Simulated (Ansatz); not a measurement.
KBr:

```
Br K
1.0
     0.00000    3.30000    3.30000
     3.30000    0.00000    3.30000
     3.30000    3.30000    0.00000
Br K
1 1
Direct
  0.50000 0.50000 0.50000
  0.00000 0.00000 0.00000
```

Base run:

```yaml
Program: Ansatz 0.2.0
Functional: HSE(alpha, omega)
Potentials_or_basis: all-electron PAW datasets made for the crystal
Cutoff: 220 eV (chosen from the basis error)
k_mesh: 4 × 4 × 4
Occupations: fermi-dirac, width 0.05 eV
Spin: no spin polarisation
```

Its results: band gap on the k mesh 5.78 eV, direct; pressure 0.5 GPa.

**Question.** The run is repeated on the same cell with these changes: screening of exact exchange from 0.15 1/A to 0.6 1/A. What comes out?

**Answer.** Band gap on the k mesh 4.91 eV, direct; pressure 0.5 GPa.

